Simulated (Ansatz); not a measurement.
# TiN: phonons and Grüneisen parameters

Aim: phonons by finite displacements on a 2×2×2 mesh of wavevectors, at three volumes, and the mode Grüneisen parameters. Runs: cell and atoms relaxed (PAW); reference run (PAW); volume scaled by 0.980 (PAW); volume scaled by 1.020 (PAW); mode Grüneisen parameters (PAW).

Method: DFT LDA, frozen-core PAW, scalar-relativistic unless said, in Ansatz 0.2.0.

2 further runs of the same task are left out: 1 for a known fault of the program, 1 set aside as unsound or not needed.

## 1. Starting point

It takes space group Fm-3m (No. 225, cubic). Conventional cell: a = 4.238 Å, b = 4.238 Å, c = 4.238 Å, α = 90.00°, β = 90.00°, γ = 90.00°. Ti (site symmetry m-3m) has 6 N at 2.12 Å as nearest neighbours. Around N (site symmetry m-3m) lie 6 Ti at 2.12 Å.

As a file:

```cif
data_structure
_symmetry_space_group_name_H-M 'P 1'
_symmetry_Int_Tables_number 1
_cell_length_a 2.9967
_cell_length_b 2.9967
_cell_length_c 2.9967
_cell_angle_alpha 60.000
_cell_angle_beta 60.000
_cell_angle_gamma 60.000
_cell_volume 19.03
loop_
_atom_site_label
_atom_site_type_symbol
_atom_site_fract_x
_atom_site_fract_y
_atom_site_fract_z
_atom_site_occupancy
Ti1 Ti 0.00000 0.00000 0.00000 1
N1 N 0.50000 0.50000 0.50000 1
```

Cartesian axes are those of the input's lattice vectors. The structure goes back to a database entry.

## 2. Cell and atoms relaxed, PAW

File input.yaml:

```yaml
crystal:
  lattice:
    - [0.0, 2.119, 2.119]
    - [2.119, 0.0, 2.119]
    - [2.119, 2.119, 0.0]
  atoms:
    - { symbol: Ti, position: [0.0, 0.0, 0.0] }
    - { symbol: "N", position: [0.5, 0.5, 0.5] }
kpoints:
  mp_grid: { grid: [14, 14, 14] }
scf:
  occupations: { method: fermi_dirac, width: 0.1 }
hamiltonian:
  xc: lda
  pseudopotentials: { kind: paw }
relax:
  f_tol: 0.002
  max_steps: 80
  cell: {}
output:
  forces: true
  stress: true
  write_density: true
  write_potential: true
  elf: true
  volumetric_format: npy
```

Command:

```bash
ansatz run input.yaml --threads 2 --pin off --max-ram 5120MiB --backend cpu --events-out ev --progress --plain --runs-dir out
```

The log of the run (excerpt; [...] marks lines left out):

```text
[...]
Pseudopotentials: kind: paw
Pseudopotential: Ti, paw, valence charge 12, recommended cutoff 420 eV (normal), Ti.paw.azcp
Pseudopotential: N, paw, valence charge 5, recommended cutoff 420 eV (normal), N.paw.azcp
Functional definition: SPW92
[...]
Crystal: 2 atoms, lattice volume = 19.029 Å³
Basis set: ecut = 420 eV, 339 PW (Γ)
Bands: 13, of which v1, the nominal top of the filled ones, is band 9 counted from 1 (8 counted from 0)
Symmetry: 48 space group operations
Space group: Fm-3m (ITA 225), of the structure as read, at distance tolerance 2.7e-5 Å
k-points: 104 of 2744
[...]
SCF iter   1: F=—  HF=-2828.175429 eV  |F-HF|=—  |Δ(HF+E_count)|=         —  Δρ=1.22e-2  dr2=3.03e-2  ethr=1.77e-3  ⟨swp⟩=4.9  Hψ=14583  notcnv=0
[...]
relax step   1: F+E_penalty+E_count = -2828.16828147 eV  Δ(F+E_penalty+E_count) = +0.000e0 eV  max|allowed force component| = 6.245e-30 eV/Å  Δτ_max = 0.0000 Å  P = -13.554 GPa  Ω = 19.029 Å³  (6 SCF iters, dr2 threshold 1.00e-7 eV, accepted)
[...]
relax step   3: F+E_penalty+E_count = -2828.20960281 eV  Δ(F+E_penalty+E_count) = -1.783e-3 eV  max|allowed force component| = 8.152e-30 eV/Å  Δτ_max = 0.0000 Å  P = +0.189 GPa  Ω = 18.161 Å³  energy of the carried Pulay correction = +3.593e-3 eV  (6 SCF iters, dr2 threshold 2.00e-7 eV, accepted)
[...]
relax step   4: F+E_penalty+E_count = -2828.20956358 eV  Δ(F+E_penalty+E_count) = +3.923e-5 eV  max|allowed force component| = 2.317e-30 eV/Å  Δτ_max = 0.0000 Å  P = -0.002 GPa  Ω = 18.171 Å³  energy of the carried Pulay correction = +3.547e-3 eV  (6 SCF iters, accepted)
[...]
SCF iter   2: F=—  HF=-2828.206693 eV  |F-HF|=—  |Δ(HF+E_count)|=   2.26e-7  Δρ=1.37e-4  dr2=4.64e-7  ethr=8.32e-9  ⟨swp⟩=2.0  Hψ=2177  notcnv=0
```

## 3. The output, continued: cell and atoms relaxed by PAW

Output, continued (excerpt; [...] marks lines left out):

```text
SCF iter   3: F=—  HF=-2828.206693 eV  |F-HF|=—  |Δ(HF+E_count)|=   2.38e-7  Δρ=1.32e-5  dr2=4.28e-9  ethr=2.73e-9  ⟨swp⟩=2.2  Hψ=2179  notcnv=0
[...]
relax step   5: F+E_penalty+E_count = -2828.20669349 eV  Δ(F+E_penalty+E_count) = +2.870e-3 eV  max|allowed force component| = 2.399e-30 eV/Å  Δτ_max = 0.0000 Å  P = -0.266 GPa  Ω = 18.171 Å³  stress off target by 2.66e-1 GPa  SCF on the basis re-selected at this cell (its energy is not [...]
relax step   6: F+E_penalty+E_count = -2828.20676706 eV  Δ(F+E_penalty+E_count) = -7.357e-5 eV  max|allowed force component| = 1.315e-30 eV/Å  Δτ_max = 0.0000 Å  P = -0.001 GPa  Ω = 18.156 Å³  energy of the carried Pulay correction = +6.111e-5 eV  (6 SCF iters, dr2 threshold 1.77e-7 eV, accepted)
[...]
       -0.000000      -0.004080      -0.000000
       -0.000000      -0.000000      -0.004080
  P = ⅓ Tr σ = -0.0041 GPa (-0.041 kbar)
--- Band table (eV; the first three rows and the last of 104) ---
  k-point 0: bands = ["-39.4241", "-15.6703", "-15.6703", "-15.6703", "0.5759", "15.6734", "15.6734", "15.6734", "17.0563", "17.0563", "17.0563", "18.3541", "18.3541", "23.8466", "31.0723", "38.1135", "38.1135"]
[...]
--- Relaxed structure (5 steps of the walk, 5 accepted, 2 SCFs on fresh bases) ---
  F+E_penalty+E_count = -2828.20669224 eV   max|allowed force component| = 1.627e-30 eV/Å   (the final SCF, on the basis selected at the relaxed cell)
  cell:  # Å, volume = 18.1564 Å³
    - [2.089102533487192e-33, 2.0860923620216933, 2.0860923620216933]
    - [2.0860923620216933, 1.171935567565986e-33, 2.0860923620216933]
    - [2.0860923620216933, 2.0860923620216933, 1.5286116098686771e-33]
  atoms:
    - { symbol: Ti, position: [1.1361078010792318e-35, -9.467565008994358e-36, -1.7041617016181449e-35] }
    - { symbol: N, position: [0.5, 0.5, 0.5] }
```

It took 6 s on 2 threads of Arm Neoverse V2, shared host; peak memory 0.34 GiB.

Relaxation path:

| step | energy from step 1 (eV/cell) | largest force component (eV/Å) | pressure (GPa) | volume (Å³) |
| --- | --- | --- | --- | --- |
| 1 | 0.0000 | 0.0000 | -13.55 | 19.03 |
| 2 | -0.0395 | 0.0000 | -2.51 | 18.32 |
| 3 | -0.0413 | 0.0000 | 0.19 | 18.16 |
| 4 | -0.0413 | 0.0000 | 0.00 | 18.17 |
| 5 | -0.0384 | 0.0000 | -0.27 | 18.17 |
| 6 | -0.0385 | 0.0000 | 0.00 | 18.16 |
| 7 | -0.0384 | 0.0000 | 0.00 | 18.16 |

Step 1 is the start. Steps 5, 7 repeat the geometry before on a plane-wave basis chosen anew for that cell, so the energy can jump there without any move; the table keeps such jumps.

| input's cell | before | after | change |
| --- | --- | --- | --- |
| a (Å) | 2.997 | 2.950 | -1.6 % |
| b (Å) | 2.997 | 2.950 | -1.6 % |
| c (Å) | 2.997 | 2.950 | -1.6 % |
| volume (Å³/atom) | 9.51 | 9.08 | -4.6 % |

## 4. Reference run, PAW

File input.yaml:

```yaml
crystal:
  lattice:
    - [0.0, 2.08609236202, 2.08609236202]
    - [2.08609236202, 0.0, 2.08609236202]
    - [2.08609236202, 2.08609236202, 0.0]
  atoms:
    - { symbol: Ti, position: [0.0, 0.0, 0.0] }
    - { symbol: "N", position: [0.5, 0.5, 0.5] }
kpoints:
  mp_grid: { grid: [14, 14, 14] }
scf:
  occupations: { method: fermi_dirac, width: 0.1 }
hamiltonian:
  xc: lda
  pseudopotentials: { kind: paw }
phonons:
  qmesh: [2, 2, 2]
  qpath:
    path:
      - [0.0, 0.0, 0.0]
      - [0.5, 0.0, 0.5]
      - [0.625, 0.25, 0.625]
      - [0.375, 0.375, 0.75]
      - [0.0, 0.0, 0.0]
      - [0.5, 0.5, 0.5]
      - [0.5, 0.25, 0.75]
      - [0.5, 0.0, 0.5]
    npoints: 6
  temperatures: { t_min: 0, t_max: 1000, t_step: 100 }
```

Command:

```bash
ansatz run input.yaml --threads 2 --pin off --max-ram 5120MiB --backend cpu --events-out ev --progress --plain --runs-dir out
```

The log of the run:

```text
Engine: ansatz 0.2.0
[... 4 set-up lines as earlier in the session ...]
  exchange = slater_x
  correlation = pw_c
Crystal: 4 atoms, lattice volume = 36.313 Å³
Basis set: ecut = 420 eV, 683 PW (Γ), FFT grids on a1, a2, −a2+a3
Bands: 25, of which v1, the nominal top of the filled ones, is band 17 counted from 1 (16 counted from 0)
Symmetry: 24 space group operations
k-points: 144 of 1372
Non-local potential: Ti, projectors of the file, l = 0: 3, l = 1: 2, l = 2: 3, l = 3: 1
Non-local potential: N, projectors of the file, l = 0: 2, l = 1: 2, l = 2: 1
PAW form: soft (Blöchl's): semilocal exchange-correlation on the pseudo side does not see the compensation charge
PAW frozen core: Ti, regenerated for the run's functional, and the local potential with it (the file was generated under x = pbe(κ = 0.804, μ = 0.2195149727645171), c = pbe(β = 0.06672455060314922))
PAW frozen core: N, regenerated for the run's functional, and the local potential with it (the file was generated under x = pbe(κ = 0.804, μ = 0.2195149727645171), c = pbe(β = 0.06672455060314922))
PAW one-centre angular grid: Ti, 590 points (default); XC on 64 Gauss nodes
PAW one-centre angular grid: N, 110 points (default); XC on 64 Gauss nodes
Initial density: handed on by an earlier stage of this run
Initial wavefunctions: those handed on with the density
Functional: x = slater, c = lda
SCF iter   1: F=—  HF=-5656.413384 eV  |F-HF|=—  |Δ(HF+E_count)|=         —  Δρ=7.13e-8  dr2=8.02e-13  ethr=1.84e-12  ⟨swp⟩=6.9  Hψ=13948  notcnv=0
preconditioner: auto → Kerker (q_TF=auto, 2.699 Å⁻¹)  [metal: Δε(μ)=0.029 eV  Ē_g=9.589 eV  σ=0.100 eV  W_gap=0.07  n_scr=16 (ndim 8)  ℏωp=26.1 eV  f_vac=0.000  D(μ)=1.72/eV (n_scr^D=16)]
SCF iter   2: F=-5656.413384 eV  HF=-5656.413384 eV  |F-HF|=0.00e0  |Δ(HF+E_count)|=  9.09e-13  Δρ=3.60e-8  dr2=1.88e-13  ethr=1.00e-12  ⟨swp⟩=2.6  Hψ=6778  notcnv=0
SCF 1 converged in 2 iterations: F = -5656.413384 eV  dr2 = 1.88e-13
phonons: the bands overlap, so this run is a metal and interpolates without the dipole-dipole term. If the crystal is really an insulator or semiconductor, its LO-TO splitting is missing
Symmetry: 2 space group operations
k-points: 372 of 1372 (time reversal used)
iter 1 solved again at ethr=1.35e-7 eV; its pass at ethr=3.10e-3 eV (dr2=4.58e-5 eV) is discarded
SCF iter   1: F=—  HF=-5656.413362 eV  |F-HF|=—  |Δ(HF+E_count)|=         —  Δρ=2.84e-4  dr2=4.29e-5  ethr=1.35e-7  ⟨swp⟩=2.0  Hψ=45740  notcnv=0
SCF iter   2: F=—  HF=-5656.413356 eV  |F-HF|=—  |Δ(HF+E_count)|=   6.63e-6  Δρ=1.45e-4  dr2=1.55e-5  ethr=1.26e-7  ⟨swp⟩=1.0  Hψ=9319  notcnv=0
SCF iter   3: F=—  HF=-5656.413351 eV  |F-HF|=—  |Δ(HF+E_count)|=   4.40e-6  Δρ=3.33e-5  dr2=1.74e-6  ethr=4.56e-8  ⟨swp⟩=1.9  Hψ=10000  notcnv=0
SCF iter   4: F=—  HF=-5656.413351 eV  |F-HF|=—  |Δ(HF+E_count)|=   1.24e-7  Δρ=1.15e-5  dr2=5.55e-8  ethr=5.13e-9  ⟨swp⟩=2.1  Hψ=11032  notcnv=0
SCF iter   5: F=—  HF=-5656.413351 eV  |F-HF|=—  |Δ(HF+E_count)|=   2.08e-8  Δρ=2.24e-6  dr2=2.14e-9  ethr=1.63e-10  ⟨swp⟩=2.3  Hψ=12921  notcnv=0
SCF iter   6: F=—  HF=-5656.413351 eV  |F-HF|=—  |Δ(HF+E_count)|=  6.91e-10  Δρ=6.59e-7  dr2=1.23e-10  ethr=6.31e-12  ⟨swp⟩=2.1  Hψ=14262  notcnv=0
SCF iter   7: F=—  HF=-5656.413351 eV  |F-HF|=—  |Δ(HF+E_count)|=  5.37e-11  Δρ=1.51e-7  dr2=7.14e-12  ethr=1.00e-12  ⟨swp⟩=1.7  Hψ=12430  notcnv=0
SCF iter   8: F=-5656.413351 eV  HF=-5656.413351 eV  |F-HF|=1.82e-12  |Δ(HF+E_count)|=  9.09e-13  Δρ=2.30e-8  dr2=1.27e-13  ethr=1.00e-12  ⟨swp⟩=4.9  Hψ=30367  notcnv=0
SCF 2 converged in 8 iterations: F = -5656.413351 eV  dr2 = 1.27e-13
iter 1 solved again at ethr=6.62e-8 eV; its pass at ethr=3.10e-3 eV (dr2=2.25e-5 eV) is discarded
SCF iter   1: F=—  HF=-5656.413345 eV  |F-HF|=—  |Δ(HF+E_count)|=         —  Δρ=2.27e-4  dr2=2.10e-5  ethr=6.62e-8  ⟨swp⟩=2.0  Hψ=42482  notcnv=0
SCF iter   2: F=—  HF=-5656.413342 eV  |F-HF|=—  |Δ(HF+E_count)|=   3.22e-6  Δρ=1.32e-4  dr2=7.56e-6  ethr=6.17e-8  ⟨swp⟩=1.0  Hψ=9300  notcnv=0
SCF iter   3: F=—  HF=-5656.413339 eV  |F-HF|=—  |Δ(HF+E_count)|=   3.15e-6  Δρ=1.90e-5  dr2=8.43e-8  ethr=2.22e-8  ⟨swp⟩=2.0  Hψ=11440  notcnv=0
SCF iter   4: F=—  HF=-5656.413338 eV  |F-HF|=—  |Δ(HF+E_count)|=   3.99e-7  Δρ=2.97e-6  dr2=2.24e-9  ethr=2.48e-10  ⟨swp⟩=2.6  Hψ=13791  notcnv=0
SCF iter   5: F=—  HF=-5656.413338 eV  |F-HF|=—  |Δ(HF+E_count)|=  5.25e-10  Δρ=7.49e-7  dr2=1.35e-10  ethr=6.60e-12  ⟨swp⟩=2.6  Hψ=15097  notcnv=0
SCF iter   6: F=—  HF=-5656.413338 eV  |F-HF|=—  |Δ(HF+E_count)|=  1.46e-11  Δρ=1.32e-7  dr2=8.73e-12  ethr=1.00e-12  ⟨swp⟩=1.0  Hψ=9300  notcnv=0
SCF iter   7: F=-5656.413338 eV  HF=-5656.413338 eV  |F-HF|=0.00e0  |Δ(HF+E_count)|=  9.09e-13  Δρ=3.61e-8  dr2=7.46e-13  ethr=1.00e-12  ⟨swp⟩=4.6  Hψ=30101  notcnv=0
SCF 3 converged in 7 iterations: F = -5656.413338 eV  dr2 = 7.46e-13
Basis set: ecut = 420 eV, 681 PW (Γ), FFT grids on a1, a2, −a1+a2+a3
Symmetry: 32 space group operations
SCF iter   1: F=—  HF=-5656.413384 eV  |F-HF|=—  |Δ(HF+E_count)|=         —  Δρ=7.01e-8  dr2=7.70e-13  ethr=1.84e-12  ⟨swp⟩=7.1  Hψ=14254  notcnv=0
preconditioner: auto → Kerker (q_TF=auto, 2.699 Å⁻¹)  [metal: Δε(μ)=0.029 eV  Ē_g=9.646 eV  σ=0.100 eV  W_gap=0.07  n_scr=14 (ndim 8)  ℏωp=26.1 eV  f_vac=0.000  D(μ)=1.72/eV (n_scr^D=14)]
SCF iter   2: F=-5656.413384 eV  HF=-5656.413384 eV  |F-HF|=0.00e0  |Δ(HF+E_count)|=  1.82e-12  Δρ=3.59e-8  dr2=1.88e-13  ethr=1.00e-12  ⟨swp⟩=2.3  Hψ=6727  notcnv=0
SCF 4 converged in 2 iterations: F = -5656.413384 eV  dr2 = 1.88e-13
iter 1 solved again at ethr=6.93e-8 eV; its pass at ethr=3.10e-3 eV (dr2=2.35e-5 eV) is discarded
SCF iter   1: F=—  HF=-5656.413349 eV  |F-HF|=—  |Δ(HF+E_count)|=         —  Δρ=2.47e-4  dr2=2.75e-5  ethr=6.93e-8  ⟨swp⟩=2.0  Hψ=46588  notcnv=0
preconditioner: auto → Kerker (q_TF=auto, 2.699 Å⁻¹)  [metal: Δε(μ)=0.027 eV  Ē_g=9.646 eV  σ=0.100 eV  W_gap=0.07  n_scr=14 (ndim 8)  ℏωp=26.1 eV  f_vac=0.000  D(μ)=1.72/eV (n_scr^D=14)]
SCF iter   2: F=—  HF=-5656.413342 eV  |F-HF|=—  |Δ(HF+E_count)|=   6.78e-6  Δρ=1.37e-4  dr2=1.15e-5  ethr=6.93e-8  ⟨swp⟩=1.0  Hψ=9300  notcnv=0
SCF iter   3: F=—  HF=-5656.413339 eV  |F-HF|=—  |Δ(HF+E_count)|=   3.87e-6  Δρ=2.66e-5  dr2=5.56e-7  ethr=3.38e-8  ⟨swp⟩=2.0  Hψ=11966  notcnv=0
SCF iter   4: F=—  HF=-5656.413338 eV  |F-HF|=—  |Δ(HF+E_count)|=   3.04e-7  Δρ=7.02e-6  dr2=1.62e-8  ethr=1.64e-9  ⟨swp⟩=2.0  Hψ=11956  notcnv=0
SCF iter   5: F=—  HF=-5656.413338 eV  |F-HF|=—  |Δ(HF+E_count)|=   4.74e-9  Δρ=1.63e-6  dr2=9.57e-10  ethr=4.76e-11  ⟨swp⟩=2.1  Hψ=12456  notcnv=0
SCF iter   6: F=—  HF=-5656.413338 eV  |F-HF|=—  |Δ(HF+E_count)|=  2.37e-10  Δρ=3.00e-7  dr2=4.30e-11  ethr=2.81e-12  ⟨swp⟩=2.2  Hψ=12521  notcnv=0
SCF iter   7: F=-5656.413338 eV  HF=-5656.413338 eV  |F-HF|=2.73e-12  |Δ(HF+E_count)|=  1.27e-11  Δρ=7.62e-8  dr2=1.76e-12  ethr=1.00e-12  ⟨swp⟩=5.0  Hψ=32465  notcnv=0
SCF 5 converged in 7 iterations: F = -5656.413338 eV  dr2 = 1.76e-12
iter 1 solved again at ethr=4.03e-8 eV; its pass at ethr=3.10e-3 eV (dr2=1.37e-5 eV) is discarded
SCF iter   1: F=—  HF=-5656.413346 eV  |F-HF|=—  |Δ(HF+E_count)|=         —  Δρ=1.83e-4  dr2=1.19e-5  ethr=4.03e-8  ⟨swp⟩=2.0  Hψ=43368  notcnv=0
preconditioner: auto → Kerker (q_TF=auto, 2.699 Å⁻¹)  [metal: Δε(μ)=0.026 eV  Ē_g=9.646 eV  σ=0.100 eV  W_gap=0.07  n_scr=14 (ndim 8)  ℏωp=26.1 eV  f_vac=0.000  D(μ)=1.72/eV (n_scr^D=14)]
SCF iter   2: F=—  HF=-5656.413343 eV  |F-HF|=—  |Δ(HF+E_count)|=   2.81e-6  Δρ=1.12e-4  dr2=4.86e-6  ethr=3.51e-8  ⟨swp⟩=1.0  Hψ=9300  notcnv=0
SCF iter   3: F=—  HF=-5656.413342 eV  |F-HF|=—  |Δ(HF+E_count)|=   1.43e-6  Δρ=1.61e-5  dr2=6.94e-8  ethr=1.43e-8  ⟨swp⟩=2.0  Hψ=11900  notcnv=0
SCF iter   4: F=—  HF=-5656.413341 eV  |F-HF|=—  |Δ(HF+E_count)|=   6.50e-7  Δρ=3.23e-6  dr2=3.31e-9  ethr=2.04e-10  ⟨swp⟩=2.3  Hψ=13170  notcnv=0
SCF iter   5: F=—  HF=-5656.413341 eV  |F-HF|=—  |Δ(HF+E_count)|=  6.40e-10  Δρ=8.24e-7  dr2=2.15e-10  ethr=9.75e-12  ⟨swp⟩=2.5  Hψ=13569  notcnv=0
SCF iter   6: F=—  HF=-5656.413341 eV  |F-HF|=—  |Δ(HF+E_count)|=  4.18e-11  Δρ=1.15e-7  dr2=6.31e-12  ethr=1.00e-12  ⟨swp⟩=2.0  Hψ=10801  notcnv=0
SCF iter   7: F=-5656.413341 eV  HF=-5656.413341 eV  |F-HF|=9.09e-13  |Δ(HF+E_count)|=    0.00e0  Δρ=2.77e-8  dr2=4.04e-13  ethr=1.00e-12  ⟨swp⟩=4.7  Hψ=29895  notcnv=0
SCF 6 converged in 7 iterations: F = -5656.413341 eV  dr2 = 4.04e-13
SCF converged after 2 iterations
Free energy (F): -5656.413384 eV
Harris-Foulkes:  -5656.413384 eV  (|F-HF|=0.00e0)
Internal energy: -5656.357969 eV  (E = F + TS)
E sigma→0 (E₀):  -5656.385677 eV
Entropy (-TS):   -0.055415 eV (-13.854 meV/atom)
Fermi energy:    17.735438 eV
--- Per-component energies (eV) ---
  E_band       = -158.066265
  E_kinetic    = 817.430020
  E_local      = -1517.863731  (includes V_loc(G=0)·N_el)
  E_nonlocal   = 113.269631
  E_hartree    = 607.103059
  E_xc         = -318.346351
  E_vxc        = -403.291194  (∫ρ·V_xc dr)
  E_paw        = -2233.192406  (= ΣΔE_a)
  E_vpaw       = -381.817484  (= ΣTr[D̂ρ^β])
  E_aug_tail   = 0.000371  (compensation charges beyond the density's cutoff)
  E_ewald      = -3125.570552
  E_core_change = 0.811989  (= ΣΔE_core)
  E_smearing   = -0.055415  (= −TS)
  E_closure    = 0.000000  (closes the sum)
  Σ components = -5656.413384   (vs F -5656.413384, Δ=0.00e0)
--- Forces (eV/Å), atoms counted from 1 ---
  atom   1  Ti     0.00000000    -0.00000000     0.00000000
  atom   2  N      0.00000000    -0.00000000     0.00000000
  atom   3  Ti     0.00000000    -0.00000000     0.00000000
  atom   4  N      0.00000000    -0.00000000     0.00000000
  max |Σ_I F_I| component: 7.97e-29 eV/Å
--- Band table (eV; the first three rows and the last of 144) ---
  k-point 0: bands = ["-39.4241", "-39.2960", "-16.4715", "-15.7363", "-15.7363", "-15.6703", "-15.6703", "-15.6703", "0.5759", "3.3437", "9.3614", "11.9946", "11.9946", "15.6734", "15.6734", "15.6734", "17.0563", "17.0563", "17.0563", "18.3541", "18.3541", "19.5680", "19.5680", "20.3018", "23.8466"]
  k-point 1: bands = ["-39.4178", "-39.3024", "-16.4341", "-15.7331", "-15.7331", "-15.7125", "-15.6737", "-15.6737", "0.6870", "3.1545", "9.6396", "12.0979", "12.0979", "15.0788", "15.2148", "15.2148", "17.2155", "17.2155", "17.3757", "18.8337", "18.8337", "19.4205", "19.4205", "19.9991", "23.6680"]
  k-point 2: bands = ["-39.4002", "-39.3204", "-16.3281", "-15.8291", "-15.7240", "-15.7240", "-15.6829", "-15.6829", "1.0060", "2.6777", "10.3877", "12.4053", "12.4053", "13.9333", "14.3856", "14.3856", "17.5388", "17.5388", "17.8293", "19.0292", "19.0292", "19.3846", "19.8588", "19.8588", "23.0338"]
  k-point 143: bands = ["-39.2666", "-39.2643", "-16.2244", "-16.2058", "-16.1102", "-16.0697", "-15.8554", "-15.8196", "2.7307", "2.7811", "10.9268", "11.0950", "12.1045", "12.1667", "12.5036", "12.5301", "18.6529", "18.7524", "18.9341", "19.2312", "20.1560", "20.2614", "21.4503", "21.4923", "22.6328"]
--- Phonons: 4 displaced members + 2 references (amplitude of the first 0.0025 Å, Σ member SCF iterations 29) ---
  ASR residual: 1.086e-4 → 0.000e0 eV/Å²; symmetrization residual: 4.485e-4 eV/Å²
  largest component of a force at the reference: 2.7e-29 eV/Å
  ASR residual per site (eV/Å²): 4.09e-5 1.09e-4
  Γ frequencies (cm⁻¹): 0.00 0.00 0.00 550.54 550.54 550.54
--- Phonons (by wavevector): 3 wavevectors in 2 supercells ---
  supercell 1 (2 cells, vectors [1, 0, 0], [0, 1, 0], [0, 0, 2] in multiples of the cell's): 2 displaced members by 0.0025 Å; free energy -5656.413384 eV; taken off its force constants: by the sum rule 1.1e-4, by the symmetrisation 3.3e-5 eV/Å²
  symmetry images taken by strict's conditions (phonons.symmetry_images: auto; settled by no image being taken that strict refuses); asymmetry of the core-correction force 1.0e-15 eV/Å at the most on a site, 3.7e-15 eV/Å summed over every site of the supercell
  supercell 2 (2 cells, vectors [1, 0, 0], [0, 1, -1], [0, 0, 2] in multiples of the cell's): 2 displaced members by 0.0025 Å; free energy -5656.413384 eV; taken off its force constants: by the sum rule 7.7e-5, by the symmetrisation 4.5e-4 eV/Å²; Γ matrix within 1.1e-4 eV/Å² of supercell 1's
  symmetry images taken by strict's conditions (phonons.symmetry_images: auto; settled by no image being taken that strict refuses)
  q = [0.0000, 0.0000, 0.0000] (star 1, supercell 1; hermiticity 0.00e0, symmetrization 1.05e-6): -0.00 -0.00 0.00 550.54 550.54 550.54
  q = [0.0000, 0.0000, -0.5000] (star 4, supercell 1; hermiticity 9.99e-17, symmetrization 4.80e-16): 203.66 203.66 270.22 563.73 563.73 620.55
  q = [0.0000, -0.5000, -0.5000] (star 3, supercell 2; hermiticity 1.45e-16, symmetrization 4.56e-16): 270.91 270.91 321.10 556.35 556.35 578.18
  joined force constants: q→R imaginary residual 2.40e-17
  density of states and harmonic sums: on the 26×26×26 q-mesh, interpolated from the force constants of a 2×2×2 supercell (no non-analytic term)
  largest difference from the sums on the solved wave vectors: F 5.20e-2 eV, S 8.43e-5 and C_V 3.23e-5 eV/K
  zero-point energy: 0.150296 eV/cell   skipped modes (ω ≤ 0): 3   left out of the sums: 2.84e-5 of the cell's modes: C_V's classical limit lies that fraction below 3 k_B per atom; for a crystal, a wire or a layer, F and S can be off by more, and a phonons.interpolated_qmesh denser along its periods is the remedy for the sampling
```

Run time: 53 s. Hardware: 2 threads of Arm Neoverse V2, shared host; peak memory 0.64 GiB.

Wavenumbers in cm⁻¹ (negative: unstable):

| q | modes |
| --- | --- |
| Γ | 0.0 0.0 0.0 550.5 550.5 550.5 |
| L | 203.7 203.7 270.2 563.7 563.7 620.5 |
| X | 270.9 270.9 321.1 556.4 556.4 578.2 |

| T (K) | F (eV/cell) | S (k_B/atom) | C_V (k_B/atom) |
| --- | --- | --- | --- |
| 0 | 0.1503 | 0.00 | 0.00 |
| 100 | 0.1491 | 0.27 | 0.66 |
| 200 | 0.1380 | 1.04 | 1.61 |
| 300 | 0.1134 | 1.81 | 2.18 |
| 400 | 0.0763 | 2.48 | 2.48 |
| 500 | 0.0284 | 3.05 | 2.64 |
| 600 | -0.0285 | 3.54 | 2.74 |
| 700 | -0.0934 | 3.97 | 2.81 |
| 800 | -0.1652 | 4.35 | 2.85 |
| 900 | -0.2431 | 4.69 | 2.88 |
| 1000 | -0.3266 | 4.99 | 2.90 |

(Part 1 of 2 ends here.)
